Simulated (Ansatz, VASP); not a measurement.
## Cross-check of Ga2SeS (Ga2SSe 3 layers, AB) between VASP and Ansatz

Wanted: the spread between two codes on one cell, functional and k mesh. The cell is taken from a series of runs on this material, whose earlier steps may have relaxed, scaled, displaced or heated it; both programs get it as it stands.

Program: Ansatz 0.2.0. Level of theory: plane waves, with VASP 6.6.1 beside it; single point at PBE with D3(BJ). Results are calculated unless marked as measured.

**1. The structure**

The cell holds 12 atoms: 3 Se, 6 Ga and 3 S. Its edges and angles: a = 3.682 Å, b = 3.682 Å, c = 38.357 Å, α = 90.0°, β = 90.0°, γ = 120.0°. Vacuum lies along c.

Structure file:

```cif
data_structure
_symmetry_space_group_name_H-M 'P 1'
_symmetry_Int_Tables_number 1
_cell_length_a 3.6824
_cell_length_b 3.6824
_cell_length_c 38.3570
_cell_angle_alpha 90.000
_cell_angle_beta 90.000
_cell_angle_gamma 120.000
_cell_volume 450.45
loop_
_atom_site_label
_atom_site_type_symbol
_atom_site_fract_x
_atom_site_fract_y
_atom_site_fract_z
_atom_site_occupancy
Se1 Se 0.33333 0.66667 0.23464 1
Se2 Se 0.66667 0.33333 0.43831 1
Se3 Se 0.33333 0.66667 0.64251 1
Ga4 Ga 0.00000 0.00000 0.26647 1
Ga5 Ga 0.00000 0.00000 0.33026 1
Ga6 Ga 0.33333 0.66667 0.47004 1
Ga7 Ga 0.33333 0.66667 0.53381 1
Ga8 Ga 0.00000 0.00000 0.67422 1
Ga9 Ga 0.00000 0.00000 0.73802 1
S10 S 0.33333 0.66667 0.35751 1
S11 S 0.66667 0.33333 0.56104 1
S12 S 0.33333 0.66667 0.76536 1
```

**2. VASP: single point, PBE with D3(BJ)**

With cell and atoms fixed, the geometry can't cause a difference; cores, projectors, grids and the points listed under the comparison can.

Lines of VASP's logs that name or quote its potential files are left out, and so is its time.

File INCAR:

```
SYSTEM = Ga2SeS
PREC = Accurate
ENCUT = 400
EDIFF = 1E-06
NELM = 120
ISMEAR = -1
SIGMA = 0.02585
LREAL = .FALSE.
ALGO = Normal
GGA = PE
IVDW = 12
NBANDS = 70
LORBIT = 11
LWAVE = .FALSE.
LCHARG = .FALSE.
ISIF = 2
LDIPOL = .TRUE.
IDIPOL = 3
DIPOL = 0.5 0.5 0.501
LVHAR = .TRUE.
LASPH = .TRUE.
GGA_COMPAT = .FALSE.
EFERMI = MIDGAP
NELMDL = -8
KPAR = 2
```

File POSCAR:

```
Ga2SeS
1.0
    3.6824247705      0.0000000000      0.0000000000
   -1.8412123852      3.1890733987      0.0000000000
    0.0000000000      0.0000000000     38.3569694374
Se Ga S
3 6 3
Direct
    0.3333333333      0.6666666667      0.2346379323
    0.6666666666      0.3333333334      0.4383055697
    0.3333333333      0.6666666667      0.6425052181
    1.0000000000      0.0000000000      0.2664680197
    1.0000000000      0.0000000000      0.3302575960
    0.3333333333      0.6666666667      0.4700429565
    0.3333333333      0.6666666667      0.5338054985
    1.0000000000      0.0000000000      0.6742208958
    1.0000000000      0.0000000000      0.7380165077
    0.3333333333      0.6666666667      0.3575068678
    0.6666666666      0.3333333334      0.5610350552
    0.3333333333      0.6666666667      0.7653620677
```

File KPOINTS:

```
Automatic mesh
0
Gamma
18 18 1
0 0 0
```

The projector-augmented-wave data sets are Se, Ga_d and S (PBE family, release 64).

The run is started by

```sh
> mpirun -np 2 vasp_std
```

Numbers of over 12 decimals in the logs are rounded to 6 here.

Log:

```text
[banner, memory and clock lines left out]
running    2 mpi-ranks, on    1 nodes
 distrk:  each k-point on    1 cores,    2 groups
 distr:  one band on    1 cores,    1 groups

 POSCAR found type information on POSCAR SeGaS
 POSCAR found :  3 types and      12 ions
 LDA part: xc-table for (Slater+PW92), standard interpolation
 POSCAR, INCAR and KPOINTS ok, starting setup
 FFT: planning ... GRIDC
 FFT: planning ... GRID_SOFT
 FFT: planning ... GRID
 WAVECAR not read
 entering main loop
       N       E                     dE             d eps       ncg     rms          rms(c)
DAV:   1     0.107946058142E+04    0.10795E+04   -0.44009E+04  5544   0.167E+03
DAV:   2     0.147006071246E+03   -0.93245E+03   -0.89516E+03  5966   0.463E+02
DAV:   3    -0.305460909640E+02   -0.17755E+03   -0.17081E+03  6216   0.169E+02
DAV:   4    -0.479260168428E+02   -0.17380E+02   -0.17184E+02  6804   0.520E+01
DAV:   5    -0.486025460937E+02   -0.67653E+00   -0.67489E+00  7386   0.103E+01
DAV:   6    -0.486206961312E+02   -0.18150E-01   -0.18136E-01  7524   0.163E+00
DAV:   7    -0.486213057551E+02   -0.60962E-03   -0.60950E-03  7796   0.296E-01
DAV:   8    -0.486213183051E+02   -0.12550E-04   -0.12549E-04  7580   0.417E-02    0.123E+01
DAV:   9    -0.475560443870E+02    0.10653E+01   -0.18684E+00  7818   0.175E+01    0.830E+00
DAV:  10    -0.474978202764E+02    0.58224E-01   -0.19166E+00  5616   0.671E+00    0.153E+00
DAV:  11    -0.474806256414E+02    0.17195E-01   -0.36454E-01  6402   0.584E+00    0.114E+00
DAV:  12    -0.474825824948E+02   -0.19569E-02   -0.65695E-02  6676   0.313E+00    0.361E-01
DAV:  13    -0.474818926111E+02    0.68988E-03   -0.15275E-02  6486   0.136E+00    0.203E-01
DAV:  14    -0.474821128379E+02   -0.22023E-03   -0.40851E-03  6404   0.564E-01    0.125E-01
[...]
DAV:  22    -0.474826858796E+02   -0.38141E-04   -0.32146E-06  4360   0.630E-03    0.151E-03
DAV:  23    -0.474826948379E+02   -0.89583E-05   -0.84587E-07  4184   0.572E-03    0.549E-04
DAV:  24    -0.474826966486E+02   -0.18108E-05   -0.10872E-07  3866   0.290E-03    0.378E-04
DAV:  25    -0.474826994460E+02   -0.27974E-05   -0.10070E-07  3820   0.195E-03    0.381E-04
DAV:  26    -0.474827010585E+02   -0.16125E-05   -0.41418E-08  3770   0.168E-03    0.213E-04
DAV:  27    -0.474827026849E+02   -0.16263E-05   -0.58081E-08  3702   0.150E-03    0.179E-04
DAV:  28    -0.474827038546E+02   -0.11697E-05   -0.32794E-08  3660   0.802E-04    0.103E-04
DAV:  29    -0.474827042929E+02   -0.43834E-06   -0.17737E-08  3532   0.102E-03
   1 F= -.50602411E+02 E0= -.50602411E+02  d E =-.122246E-12
```

From OUTCAR (step 2):

```text
ion  position               nearest neighbor table
   1  0.333  0.667  0.235-   4 2.45   4 2.45   4 2.45
   2  0.667  0.333  0.438-   6 2.45   6 2.45   6 2.45
   3  0.333  0.667  0.643-   8 2.45   8 2.45   8 2.45
   4  0.000  0.000  0.266-   5 2.45   1 2.45   1 2.45   1 2.45
   5  0.000  0.000  0.330-  10 2.37  10 2.37  10 2.37   4 2.45
   6  0.333  0.667  0.470-   7 2.45   2 2.45   2 2.45   2 2.45
   7  0.333  0.667  0.534-  11 2.37  11 2.37  11 2.37   6 2.45
   8  0.000  0.000  0.674-   9 2.45   3 2.45   3 2.45   3 2.45
   9  0.000  0.000  0.738-  12 2.37  12 2.37  12 2.37   8 2.45
  10  0.333  0.667  0.358-   5 2.37   5 2.37   5 2.37
  11  0.667  0.333  0.561-   7 2.37   7 2.37   7 2.37
  12  0.333  0.667  0.765-   9 2.37   9 2.37   9 2.37

  LATTYP: Found a hexagonal cell.
 ALAT       =     3.6824247705
 C/A-ratio  =    10.4162262172

 Subroutine GETGRP returns: Found  6 space group operations
 (whereof  6 operations were pure point group operations)

The static configuration has the point symmetry C_3v.

 Found     37 irreducible k-points:

   k-points           NKPTS =     37   k-points in BZ     NKDIM =     37   number of bands    NBANDS=     70

   dimension x,y,z NGX =    24 NGY =   24 NGZ =  250
   dimension x,y,z NGXF=    48 NGYF=   48 NGZF=  500

   ENCUT  =  400.0 eV  29.40 Ry    5.42 a.u.   6.01  6.01 62.55*2*pi/ulx,y,z

   NELECT =     114.0000    total number of electrons

 k-points in reciprocal lattice and weights: Automatic mesh
   0.00000000  0.00000000  0.00000000       0.003
   0.05555556  0.00000000  0.00000000       0.019
   0.11111111  0.00000000  0.00000000       0.019
   0.16666667  0.00000000  0.00000000       0.019
   0.22222222  0.00000000  0.00000000       0.019
   0.27777778  0.00000000  0.00000000       0.019
   0.33333333  0.00000000  0.00000000       0.019
   0.38888889  0.00000000  0.00000000       0.019
   0.44444444  0.00000000  0.00000000       0.019
[...]
0.33333333  0.27777778  0.00000000       0.037
   0.33333333  0.33333333  0.00000000       0.006

 dipolmoment           0.000000      0.000000      0.043146 electrons x Angstroem

 average (electrostatic) potential at core
       1 -58.2157       2 -58.0517       3 -57.8159       4 -70.3209       5 -70.5229
       6 -70.1431       7 -70.3288       8 -69.9044       9 -70.0719      10 -91.7657
      11 -91.5652      12 -91.2938

 E-fermi :   0.6973

 k-point     1 :       0.0000    0.0000    0.0000
  band No.  band energies     occupation
    ...
     53      -0.7202      2.00000
     54      -0.6195      2.00000
     55      -0.4847      2.00000
     56      -0.4847      2.00000
     57      -0.0225      2.00000
     58       1.4009      0.00000
     59       1.8021      0.00000
     60       2.1600      0.00000
     61       2.6145      0.00000
     62       2.8479      0.00000
    ...

 k-point     2 :       0.0556    0.0000    0.0000
  band No.  band energies     occupation
    ...
     53      -0.7755      2.00000
     54      -0.7476      2.00000
     55      -0.5400      2.00000
     56      -0.5075      2.00000
     57      -0.0062      2.00000
     58       1.6274      0.00000
     59       1.9861      0.00000
     60       2.3256      0.00000
     61       2.8388      0.00000
     62       3.0681      0.00000
    ...

 k-point     3 :       0.1111    0.0000    0.0000
  band No.  band energies     occupation
    ...
     53      -0.9266      2.00000
     54      -0.8887      2.00000
     55      -0.6913      2.00000
     56      -0.4641      2.00000
     57      -0.0219      2.00000
     58       2.0752      0.00000
     59       2.3664      0.00000
     60       2.6734      0.00000
     61       3.1844      0.00000
     62       3.3881      0.00000
    ...

 Edisp (eV)   -3.11971

  Total      -0.21742    -0.21742    -0.18493    -0.00000     0.00000     0.00000
  in kB      -0.77332    -0.77332    -0.65777    -0.00000     0.00000     0.00000
  external pressure =       -0.73 kB  Pullay stress =        0.00 kB

  energy-cutoff  :      400.00
  volume of cell :      450.45
      direct lattice vectors                 reciprocal lattice vectors
     3.682424770  0.000000000  0.000000000     0.271560198  0.156785353  0.000000000
    -1.841212385  3.189073399  0.000000000     0.000000000  0.313570707  0.000000000
     0.000000000  0.000000000 38.356969437     0.000000000  0.000000000  0.026070881

 POSITION                                       TOTAL-FORCE (eV/Angst)
 -----------------------------------------------------------------------------------
     -0.00000      2.12605      9.00000        -0.000000      0.000000     -0.028283
      1.84121      1.06302     16.81207         0.000000     -0.000000     -0.027179
     -0.00000      2.12605     24.64455         0.000000     -0.000000     -0.027907
      0.00000      0.00000     10.22091        -0.000000     -0.000000      0.025468
      0.00000      0.00000     12.66768        -0.000000     -0.000000     -0.011627
     -0.00000      2.12605     18.02942         0.000000     -0.000000      0.026378
     -0.00000      2.12605     20.47516        -0.000000     -0.000000     -0.011387
      0.00000      0.00000     25.86107         0.000000      0.000000      0.023297
      0.00000      0.00000     28.30808        -0.000000     -0.000000     -0.009378
     -0.00000      2.12605     13.71288         0.000000     -0.000000      0.012788
      1.84121      1.06302     21.51960        -0.000000     -0.000000      0.013096
     -0.00000      2.12605     29.35697        -0.000000     -0.000000      0.014736
 -----------------------------------------------------------------------------------
    total drift:                                0.000000     -0.000004     -0.002051

  FREE ENERGIE OF THE ION-ELECTRON SYSTEM (eV)
  ---------------------------------------------------
  free  energy   TOTEN  =       -50.6024105188 eV

  energy  without entropy=      -50.6024105188  energy(sigma->0) =      -50.60241052

 vacuum level on the upper side and lower side of the slab         5.814         5.149

 total charge
# of ion       s       p       d       tot
------------------------------------------
    1        1.470   2.367   0.032   3.869
    2        1.472   2.367   0.034   3.872
    3        1.471   2.368   0.034   3.873
    4        0.895   0.762   9.997  11.654
    5        0.876   0.733  10.007  11.617
    6        0.896   0.763   9.997  11.656
    7        0.876   0.732  10.008  11.616
    8        0.896   0.764   9.997  11.657
    9        0.876   0.730  10.007  11.613
   10        1.347   2.363   0.000   3.710
   11        1.348   2.363   0.000   3.710
   12        1.346   2.363   0.000   3.708
--------------------------------------------------
tot         13.769  18.674  60.112  92.555

[... 3 further parts left out ...]
```

(Continued in part 2 of 2.)

[Lines on the potential files, build, host, timing and source positions are cut from VASP's logs without a mark.]

[Logs are printed without paths, hosts, clocks, repeated set-up lines and the standing remarks that a program may print on its own settings, such as how far it seeks lower states.]

[Hosts, paths, dates, database ids (printed as entryN), source tags and the programs' standing remarks are cut or masked in the printed files.]
